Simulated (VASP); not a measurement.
# H (P4/mmm) in VASP: notebook

The runs below take H through single point, with PBE.

All numbers are computed with VASP 6.6.1; they aren't measurements. Logs are shortened: lines on timing, memory, paths and dates and some standing lists are left out, and cuts for length are marked.

### 1 The structure

It takes space group P4/mmm (No. 123, tetragonal). Conventional cell: a = 2.650 Å, b = 2.650 Å, c = 0.980 Å, α = 90.00°, β = 90.00°, γ = 90.00°. Around H (site symmetry 4/mmm) lie 2 H at 0.98 Å.

### 2 Single point, PBE

INCAR reads:

```
SYSTEM = H
PREC     = Accurate       ! precision mode
ENCUT    = 500            ! plane-wave cutoff, eV
EDIFF    = 1E-6           ! SCF threshold, eV
ISMEAR   = 0              ! smearing method
SIGMA    = 0.02           ! smearing width, eV
LREAL    = .FALSE.        ! projectors in reciprocal space
LASPH    = .TRUE.         ! aspherical terms in the spheres
NELM     = 80             ! most SCF steps
ALGO     = Normal         ! electronic algorithm
ISIF     = 2              ! what is computed and relaxed
LWAVE    = .FALSE.        ! write WAVECAR
LCHARG   = .TRUE.         ! write CHGCAR
GGA      = PE             ! functional
LELF     = .TRUE.         ! ELF
LVHAR    = .TRUE.
```

KPOINTS reads:

```
regular mesh
0
G
  6 6 17
  0 0 0
```

POSCAR reads:

```
H
1.0
    2.6496387389      0.0000000000      0.0000000000
    0.0000000000      2.6496387389      0.0000000000
    0.0000000000      0.0000000000      0.9804929200
H
1
Direct
    0.0000000000      0.0000000000      0.5000000000
```

Potentials or basis: VASP PAW PBE potentials, release 64 (H_GW).

Launch:

```bash
$ cat potpaw_PBE.64/H_GW/POTCAR > POTCAR
$ mpirun -np 1 vasp_std > vasp.out
```

OUTCAR:

```text
SYSTEM = H
   PREC = Accurate
   ENCUT = 500
   EDIFF = 1E-6
   ISMEAR = 0
   LREAL = .FALSE.
   LASPH = .TRUE.
   NELM = 80
   ISIF = 2
   GGA = PE

 ion  position               nearest neighbor table
   1  0.000  0.000  0.500-

  LATTYP: Found a simple tetragonal cell.
 ALAT       =     2.6496387389
 C/A-ratio  =     0.3700477750

  Lattice vectors:

 A1 = (   2.6496387389,   0.0000000000,   0.0000000000)
 A2 = (   0.0000000000,   2.6496387389,   0.0000000000)
 A3 = (   0.0000000000,   0.0000000000,   0.9804929200)

Analysis of symmetry for initial positions (statically):
=====================================================================
 Subroutine PRICEL returns:
 Original cell was already a primitive cell.

 Routine SETGRP: Setting up the symmetry group for a
 simple tetragonal supercell.

 Subroutine GETGRP returns: Found 16 space group operations
 (whereof 16 operations were pure point group operations)
 out of a pool of 16 trial point group operations.

The static configuration has the point symmetry D_4h.

Analysis of symmetry for dynamics (positions and initial velocities):
=====================================================================
 Subroutine PRICEL returns:
 Original cell was already a primitive cell.

 Routine SETGRP: Setting up the symmetry group for a
 simple tetragonal supercell.

 Subroutine GETGRP returns: Found 16 space group operations
 (whereof 16 operations were pure point group operations)
 out of a pool of 16 trial point group operations.

The dynamic configuration has the point symmetry D_4h.

 Subroutine INISYM returns: Found 16 space group operations
 (whereof 16 operations are pure point group operations),
 and found     1 'primitive' translations

----------------------------------------------------------------------------------------

                                     Primitive cell

  volume of cell :       6.8836

  direct lattice vectors                    reciprocal lattice vectors
     2.649638739  0.000000000  0.000000000     0.377409941  0.000000000  0.000000000
     0.000000000  2.649638739  0.000000000     0.000000000  0.377409941  0.000000000
     0.000000000  0.000000000  0.980492920     0.000000000  0.000000000  1.019895177

  length of vectors
     2.649638739  2.649638739  0.980492920     0.377409941  0.377409941  1.019895177

  position of ions in fractional coordinates (direct lattice)
     0.000000000  0.000000000  0.500000000

  ion indices of the primitive-cell ions
   primitive index   ion index
                 1           1

----------------------------------------------------------------------------------------

 KPOINTS: regular mesh

Automatic generation of k-mesh.
 Grid dimensions read from file:
 generate k-points for:    6    6   17

 Generating k-lattice:

  Cartesian coordinates                     Fractional coordinates (reciprocal lattice)
     0.062901657  0.000000000  0.000000000     0.166666667  0.000000000  0.000000000
     0.000000000  0.062901657  0.000000000     0.000000000  0.166666667  0.000000000
     0.000000000  0.000000000  0.059993834     0.000000000  0.000000000  0.058823529

  Length of vectors
     0.062901657  0.062901657  0.059993834

  Shift w.r.t. Gamma in fractional coordinates (k-lattice)
     0.000000000  0.000000000  0.000000000

 Subroutine IBZKPT returns following result:
 ===========================================

 Found     90 irreducible k-points:

 Following reciprocal coordinates:
            Coordinates               Weight
  0.000000  0.000000  0.000000      1.000000
  0.166667  0.000000  0.000000      4.000000
  0.333333  0.000000  0.000000      4.000000
  0.500000  0.000000  0.000000      2.000000
  0.166667  0.166667  0.000000      4.000000
  0.333333  0.166667  0.000000      8.000000
[... 16 lines left out ...]
  0.333333  0.000000  0.117647      8.000000
  0.500000  0.000000  0.117647      4.000000
 [... further k-points ...]
   k-points           NKPTS =     90   k-points in BZ     NKDIM =     90   number of bands    NBANDS=      4
   number of dos      NEDOS =    301   number of ions     NIONS =      1
   total plane-waves  NPLWV =   3200
   dimension x,y,z NGX =    20 NGY =   20 NGZ =    8
   dimension x,y,z NGXF=    40 NGYF=   40 NGZF=   16
   ions per type =               1
   NGX,Y,Z   is equivalent  to a cutoff of  12.55, 12.55, 13.56 a.u.
   NGXF,Y,Z  is equivalent  to a cutoff of  25.10, 25.10, 27.13 a.u.
 SYSTEM =  H
   PREC   = accura    normal or accurate (medium, high low for compatibility)
   ISTART =      0    job   : 0-new  1-cont  2-samecut
   ICHARG =      2    charge: 1-file 2-atom 10-const
   ISPIN  =      1    spin polarized calculation?
   LNONCOLLINEAR =      F non collinear calculations
   LSORBIT =      F    spin-orbit coupling
   LASPH  =      T    aspherical Exc in radial PAW
   ENCUT  =  500.0 eV  36.75 Ry    6.06 a.u.   4.83  4.83  1.79*2*pi/ulx,y,z
   NELM   =     80;   NELMIN=  2; NELMDL= -5     # of ELM steps
   EDIFF  = 0.1E-05   stopping-criterion for ELM
   LREAL  =      F    real-space projection
   EDIFFG = 0.1E-04   stopping-criterion for IOM
   NSW    =      0    number of steps for IOM
   IBRION =     -1    ionic relax: 0-MD 1-quasi-New 2-CG
   NFREE  =      0    steps in history (QN), initial steepest desc. (CG)
   ISIF   =      2    stress and relaxation
   ISYM   =      2    0-nonsym 1-usesym 2-fastsym
   POTIM  = 0.5000    time-step for ionic-motion
   TEBEG  =    0.0;   TEEND  =   0.0 temperature during run
   PSTRESS=    0.0 pullay stress
   NELECT =       1.0000    total number of electrons
   NUPDOWN=      -1.0000    fix difference up-down
   EMIN   =  10.00;   EMAX   =-10.00  energy-range for DOS
   EFERMI =   0.00;   METHOD = LEGACY
   ISMEAR =     0;   SIGMA  =   0.02  broadening in eV -4-tet -1-fermi 0-gaus
   EFERMI_NEDOS =   21; number of points for ismear=-14 and -15
   IALGO  =     38    algorithm
   IMIX   =      4    mixing-type and parameters
     AMIX     =   0.40;   BMIX     =  1.00
     AMIX_MAG =   1.60;   BMIX_MAG =  1.00
  volume/ion in A,a.u.               =       6.88        46.45
  Fermi-wavevector in a.u.,A,eV,Ry     =   0.860602  1.626302 10.076956  0.740635
  Thomas-Fermi vector in A             =   1.978131
   LORBIT       =      0    0 simple, 1 ext, 2 COOP (PROOUT), +10 PAW based schemes
   GGA     = PE    functional components
   LHFCALC =     F    Hartree Fock is set to
   AEXX    =    0.0000 exact exchange contribution
   IVDW    =     0    specifies the selected vdW correction
   LEPSILON=     F    determine dielectric tensor
   LRPA    =     F    only Hartree local field effects (RPA)
 non-spin polarized calculation
 Gauss-broadening in eV      SIGMA  =   0.02
  energy-cutoff  :      500.00
  volume of cell :        6.88
 maximum number of plane-waves:       188
 NGX is ok and might be reduce to    20
   NGX =  9   NGY =  9   NGZ =  3

 number of electron       1.0000000 magnetization

 Free energy of the ion-electron system (eV)
  ---------------------------------------------------
  ext. energy  EPLUGINS =         0.00000000
  ---------------------------------------------------
  free energy    TOTEN  =        -2.99211330 eV

  energy without entropy =       -2.99211330  energy(sigma->0) =       -2.99211330

 E-fermi :  -2.1580     XC(G=0):  -6.8288

 val. band max:       -2.2724501523   @ k =   0.5000   0.1667   0.2353
 cond. band min:      -2.0622716746   @ k =   0.3333   0.3333   0.2353
 fundamental gap:      0.2101784777
 Fermi energy:        -2.1580162768

 k-point     1 :       0.0000    0.0000    0.0000
  band No.  band energies     occupation
      1     -12.5124      2.00000
      2       8.3721      0.00000
      3      14.1871      0.00000
      4      14.1871      0.00000

 k-point     2 :       0.1667    0.0000    0.0000
  band No.  band energies     occupation
      1     -12.2063      2.00000
      2       6.0416      0.00000
      3      13.4648      0.00000
      4      14.6931      0.00000

 k-point     3 :       0.3333    0.0000    0.0000
  band No.  band energies     occupation
      1     -11.4980      2.00000
      2       2.6616      0.00000
      3      14.2723      0.00000
      4      16.0624      0.00000

 k-point     4 :       0.5000    0.0000    0.0000
  band No.  band energies     occupation
      1     -11.0749      2.00000
      2       1.2438      0.00000
      3      15.0264      0.00000
      4      17.1789      0.00000

 k-point     5 :       0.1667    0.1667    0.0000
  band No.  band energies     occupation
      1     -11.9086      2.00000
      2       5.5484      0.00000
      3       9.6699      0.00000
      4      19.5043      0.00000

 k-point     6 :       0.3333    0.1667    0.0000
  band No.  band energies     occupation
      1     -11.2258      2.00000
      2       3.1184      0.00000
      3       9.4928      0.00000
      4      18.6885      0.00000

 k-point     7 :       0.5000    0.1667    0.0000
  band No.  band energies     occupation
      1     -10.8207      2.00000
      2       1.8036      0.00000
      3      10.3202      0.00000
      4      16.5384      0.00000
[... 85 lines left out ...]
 k-point    20 :       0.5000    0.5000    0.0588
  band No.  band energies     occupation
      1      -9.3942      2.00000
      2       5.5854      0.00000
      3       5.5854      0.00000
      4       9.1115      0.00000

 k-point    21 :       0.0000    0.0000    0.1176
  band No.  band energies     occupation
      1     -10.3676      2.00000
      2      10.5173      0.00000
      3      16.3524      0.00000
      4      16.3524      0.00000

 k-point    22 :       0.1667    0.0000    0.1176
  band No.  band energies     occupation
      1     -10.0617      2.00000
      2       8.1971      0.00000
      3      15.6220      0.00000
      4      16.8582      0.00000

 k-point    23 :       0.3333    0.0000    0.1176
  band No.  band energies     occupation
      1      -9.3554      2.00000
      2       4.8241      0.00000
      3      16.4240      0.00000
      4      18.2275      0.00000

 k-point    24 :       0.5000    0.0000    0.1176
  band No.  band energies     occupation
      1      -8.9351      2.00000
      2       3.4093      0.00000
      3      17.1743      0.00000
      4      19.3439      0.00000

 [... further k-points ...]

------------------------ aborting loop because EDIFF is reached ----------------------------------------

  FORCE on cell =-STRESS in cart. coord.  units (eV):
  Direction    XX          YY          ZZ          XY          YZ          ZX
  --------------------------------------------------------------------------------------
  -------------------------------------------------------------------------------------
  Total       -0.0605220     -0.0605220      0.1749316      0.0000000      0.0000000      0.0000000
  in kB      -14.0865919    -14.0865919     40.7156276      0.0000000      0.0000000      0.0000000
  external PRESSURE =       4.1808146 kB  Pullay stress =       0.0000000 kB

 VOLUME and BASIS-vectors are now :
 -----------------------------------------------------------------------------
  energy-cutoff  :      500.00
  volume of cell :        6.88
      direct lattice vectors                 reciprocal lattice vectors
     2.649638739  0.000000000  0.000000000     0.377409941  0.000000000  0.000000000
     0.000000000  2.649638739  0.000000000     0.000000000  0.377409941  0.000000000
     0.000000000  0.000000000  0.980492920     0.000000000  0.000000000  1.019895177

 POSITION                                       TOTAL-FORCE (eV/Angst)
 -----------------------------------------------------------------------------------
      0.00000      0.00000      0.49025         0.000000      0.000000      0.000000
 -----------------------------------------------------------------------------------
    total drift:                                0.000000      0.000000      0.000000

  FREE ENERGIE OF THE ION-ELECTRON SYSTEM (eV)
  ---------------------------------------------------
  free  energy   TOTEN  =        -2.9921132980 eV

  energy  without entropy=       -2.9921132980  energy(sigma->0) =       -2.99211330
```

Wall time 3 s (1 thread of Intel Xeon Platinum 8259CL at 2.50GHz (Skylake/Cascade Lake), shared host); peak memory 0.11 GiB.

What came out:

- Free energy: -2.9921 eV
- Pressure: 0.4 GPa
- Band gap on the k mesh: none (metal or under the smearing width)

Caveat: the k mesh is coarse (spacing up to 0.40 Å⁻¹), so the values aren't converged.

### 3 Single point, PBE

INCAR reads:

```
SYSTEM = H
ADDGRID = .FALSE. ; ALGO = Normal
EDIFF = 1E-8 ; ENCUT = 900
GGA = PE ; ISIF = 2
ISMEAR = 0 ; LASPH = .TRUE.
LCHARG = .FALSE. ; LREAL = .FALSE.
LWAVE = .FALSE. ; NBANDS = 6
NELM = 100 ; PREC = Accurate
SIGMA = 0.02
```

KPOINTS reads:

```
k-points
0
G
  6 6 15
  0 0 0
```

POSCAR is that of step 2.

Potentials or basis: VASP PAW PBE potentials, release 64 (H).

Launch:

```bash
$ cat potpaw_PBE.64/H/POTCAR > POTCAR
$ mpirun -np 1 vasp_std > vasp.out
```

Run time: 2.1 s. Hardware: 1 thread of Intel Xeon 6975P-C (Granite Rapids), shared host; peak memory 0.12 GiB.

Results (log left out):

```yaml
Free_energy: -2.9805 eV
Pressure: 1.6 GPa
Band_gap_on_the_k_mesh: none (metal or under the smearing width)
```

Stress tensor (GPa, compression positive):
```
-0.70  0.00  0.00
 0.00 -0.70  0.00
 0.00  0.00  6.23
```

Levels at points of the mesh, in eV from the Fermi level:
```
           k point  band 1  band 2  band 3  band 4  band 5
(0.00, 0.00, 0.00)  -11.82    9.06   14.90   14.90   17.94
(0.50, 0.00, 0.00)  -10.38    1.95   15.73   17.89   23.61
(0.50, 0.50, 0.00)   -9.23    5.76    5.76    9.27   37.70
```

Caveat: the k mesh is coarse (spacing up to 0.43 Å⁻¹), so the values aren't converged.

### 4 Single point, PBE

INCAR reads:

```
SYSTEM = H
ADDGRID = .FALSE. ; ALGO = Normal
EDIFF = 1E-6 ; ENCUT = 280
GGA = PE ; ISIF = 2
ISMEAR = 0 ; LASPH = .TRUE.
LCHARG = .FALSE. ; LREAL = .FALSE.
LWAVE = .FALSE. ; NBANDS = 6
NELM = 100 ; PREC = Accurate
SIGMA = 0.05
```

KPOINTS reads:

```
k-points
0
G
  2 2 5
  0 0 0
```

POSCAR is that of step 3.

Launch:

```bash
$ cat potpaw_PBE.64/H/POTCAR > POTCAR
$ mpirun -np 1 vasp_std > vasp.out
```

Run time: 0.6 s. Hardware: 1 thread of Intel Xeon 6975P-C (Granite Rapids), shared host; peak memory 0.1 GiB.

These settings aren't checked as converged: the numbers below hold their error.

What came out:

```yaml
Free_energy: -2.6635 eV
Band_gap_on_the_k_mesh: none (metal or under the smearing width)
```

Caveat: the k mesh is coarse (spacing up to 1.28 Å⁻¹), so the values aren't converged; the cutoff is under 1.25 times the usual one of these potentials, so pressure, stress and relaxed cells hold a basis-set (Pulay) error.

### 5 Single point, PBE

Edit INCAR of step 4 so:

```diff
@@ -2,3 +2,3 @@
 ADDGRID = .FALSE. ; ALGO = Normal
-EDIFF = 1E-6 ; ENCUT = 280
+EDIFF = 1E-6 ; ENCUT = 340
 GGA = PE ; ISIF = 2
```

KPOINTS is that of step 4.

POSCAR is that of step 4.

Potentials or basis: VASP PAW PBE potentials, release 64 (H).

Launch:

```bash
$ cat potpaw_PBE.64/H/POTCAR > POTCAR
$ mpirun -np 1 vasp_std > vasp.out
```

OUTCAR:

```text
SYSTEM = H
   EDIFF = 1E-6
   ENCUT = 340
   GGA = PE
   ISIF = 2
   ISMEAR = 0
   LASPH = .TRUE.
   LREAL = .FALSE.
   NELM = 100
   PREC = Accurate

 Found      9 irreducible k-points:

 Following reciprocal coordinates:
            Coordinates               Weight
  0.000000  0.000000  0.000000      1.000000
  0.500000  0.000000  0.000000      2.000000
  0.500000  0.500000  0.000000      1.000000
  0.000000  0.000000  0.200000      2.000000
  0.500000  0.000000  0.200000      4.000000
  0.500000  0.500000  0.200000      2.000000
   k-points           NKPTS =      9   k-points in BZ     NKDIM =      9   number of bands    NBANDS=      6
[... 131 lines left out ...]

  FORCE on cell =-STRESS in cart. coord.  units (eV):
  Direction    XX          YY          ZZ          XY          YZ          ZX
  --------------------------------------------------------------------------------------
  -------------------------------------------------------------------------------------
  Total       -0.3294019     -0.3294019      1.1141114      0.0000000      0.0000000      0.0000000
  in kB      -76.6688326    -76.6688326    259.3112712      0.0000000      0.0000000      0.0000000
  external PRESSURE =      35.3245353 kB  Pullay stress =       0.0000000 kB

 VOLUME and BASIS-vectors are now :
 -----------------------------------------------------------------------------
  energy-cutoff  :      340.00
  volume of cell :        6.88
      direct lattice vectors                 reciprocal lattice vectors
     2.649638739  0.000000000  0.000000000     0.377409941  0.000000000  0.000000000
     0.000000000  2.649638739  0.000000000     0.000000000  0.377409941  0.000000000
     0.000000000  0.000000000  0.980492920     0.000000000  0.000000000  1.019895177

 POSITION                                       TOTAL-FORCE (eV/Angst)
 -----------------------------------------------------------------------------------
      0.00000      0.00000      0.49025         0.000000      0.000000      0.000000
 -----------------------------------------------------------------------------------
    total drift:                               -0.000000     -0.000000      0.000000

  FREE ENERGIE OF THE ION-ELECTRON SYSTEM (eV)
  ---------------------------------------------------
  free  energy   TOTEN  =        -2.6799571121 eV

  energy  without entropy=       -2.6799571121  energy(sigma->0) =       -2.67995711
```

OSZICAR:

```text
N       E                     dE             d eps       ncg     rms          rms(c)
DAV:   1    -0.267970281649E+01   -0.26797E+01   -0.21727E+02   120   0.517E+01
DAV:   2    -0.276113348974E+01   -0.81431E-01   -0.81431E-01   144   0.544E+00
DAV:   3    -0.276116276784E+01   -0.29278E-04   -0.29278E-04   132   0.968E-02
DAV:   4    -0.276116277211E+01   -0.42689E-08   -0.42688E-08   150   0.111E-03
DAV:   5    -0.276116277211E+01   -0.21103E-11   -0.21222E-11   132   0.214E-05    0.175E+00
DAV:   6    -0.270601178948E+01    0.55151E-01   -0.16496E-02   108   0.411E-01    0.104E+00
DAV:   7    -0.267869017660E+01    0.27322E-01   -0.38755E-02   108   0.670E-01    0.959E-02
DAV:   8    -0.267993829978E+01   -0.12481E-02   -0.92917E-04   108   0.126E-01    0.712E-03
DAV:   9    -0.267995466135E+01   -0.16362E-04   -0.76048E-06   108   0.127E-02    0.344E-03
DAV:  10    -0.267995710694E+01   -0.24456E-05   -0.11424E-06   108   0.562E-03    0.187E-04
DAV:  11    -0.267995711215E+01   -0.52098E-08   -0.42740E-09   126   0.361E-04
   1 F= -.26799571E+01 E0= -.26799571E+01  d E =-.293324E-30
```

Run time: 0.6 s. Hardware: 1 thread of Intel Xeon 6975P-C (Granite Rapids), shared host; peak memory 0.1 GiB.

These settings aren't checked as converged: the numbers below hold their error.

What came out:

```
Free energy            : -2.6800 eV
Pressure               : 3.5 GPa
Band gap on the k mesh : none (metal or under the smearing width)
```

Caveat: the k mesh is coarse (spacing up to 1.28 Å⁻¹), so the values aren't converged.
